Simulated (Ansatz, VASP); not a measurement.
## Two plane-wave programs on TaN

```
Ta N
1.0
     3.03370    0.00000    0.00000
    -1.51685    2.62726    0.00000
     0.00000    0.00000    2.72720
Ta N
1 1
Direct
  0.33333 0.66667 0.50000
  0.00000 0.00000 0.00000
```

Alike in both runs: task single point; functional PBEsol; k mesh 18 × 18 × 16; occupations gaussian, width 0.15 eV; no spin polarisation.

```csv
,VASP,Ansatz
version,VASP 6.6.1,Ansatz 0.2.0
potentials or method,"VASP PAW PBE potentials, release 64 (Ta_pv, N)","scalar-relativistic, plane waves, PAW"
plane-wave cutoff (eV),520,520
valence electrons in the cell,16,18
```

Ansatz gave:

| Property | Result |
| --- | --- |
| gap on the k mesh at the Fermi level (eV) | none |
| pressure (GPa) | -3.6 |
| largest component of the traceless stress (GPa) | 37.79 |

What did VASP give for the same quantities?

gap on the k mesh at the Fermi level (eV): none; pressure (GPa): -2.8; largest component of the traceless stress (GPa): 37.97.

A gap of «none» marks a metal or a gap that the smearing closes. The functional is the same, so the differences come from potentials, cutoffs and numerics. The two sets of potentials don't hold the same shells in valence.

Caveats: the PAW data sets were made with another functional, which shifts forces and pressure a little (VASP). The runs have no spin-orbit coupling, so splittings on Ta are missing.
